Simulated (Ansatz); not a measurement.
PbI₂, space group P-3m1, a dielectric-dependent hybrid calculation

Computed with the Ansatz DFT code, driven from Python.

The cells in order, each with its output:

```python
import ansatz as az
from ase import Atoms
import numpy as np
```

```python
def count_gap(report):
    # lowest empty less highest filled band, counting bands; zero where they overlap
    return max(report.get("gap_by_band_count_ev") or 0.0, 0.0)
```

```python
atoms = Atoms(
    ["Pb", "I", "I"],
    scaled_positions=[
        [0.0, 0.0, 0.0],
        [1 / 3, 2 / 3, 0.265],
        [2 / 3, 1 / 3, 0.735],
    ],
    cell=[
        [4.555, 0.0, 0.0],
        [-2.2775, 3.944746, 0.0],
        [0.0, 0.0, 6.977],
    ],
    pbc=True,
)
pbi2 = az.Crystal.from_ase(atoms)

pbi2.resolved().sites[-1]
```

    Site(symbol='I', position=(0.6666666666666665, 0.3333333333333333, 0.735), moment=None, axis=None, held=None, saved=None)

```python
calc = pbi2.calculation()
calc = calc.basis(550).kpoints(3, 3, 2)
calc = calc.scf(tolerance=1e-10)
calc = calc.occupations("fixed").band_table()
semilocal = calc.functional("pbe").run().report
hybrid = calc.functional(exchange="pbe", correlation="pbe", exact_fraction="inverse_dielectric").run().report
alpha = hybrid["hybrid"]["exact_exchange_fraction"]
print(f"fraction of exact exchange {alpha:.4f}, so eps_inf = {1 / alpha:.2f}")
print(f"gap by band count: {count_gap(semilocal):.3f} eV semilocal, {count_gap(hybrid):.3f} eV hybrid")
```

    fraction of exact exchange 0.1629, so eps_inf = 6.14
    gap by band count: 2.214 eV semilocal, 3.098 eV hybrid

The fraction is 0.1629, one over a mean dielectric constant (a third of the trace) of 6.14. It opens the gap from 2.214 to 3.098 eV, by 0.88 eV.

Along an axis with an odd division the mesh misses the point at one half; a gap read on a finite mesh is an upper bound on this functional's gap. Energy and stress may still move on a finer k-point mesh. Averages over directions belong to no single polarisation, least of all in layered crystals. The structure is a deposited one; some such entries were measured under pressure or heat, so a shift against it needn't be the functional's error alone. Levels are Kohn-Sham eigenvalues on this mesh, without spin-orbit coupling. The gaps are those of a coarse mesh; the run finds the dielectric constant of the semilocal functional on meshes of its own. Timing: 5 min on 1 thread of Arm Neoverse V1, on a shared host, peak memory 1.7 GiB.
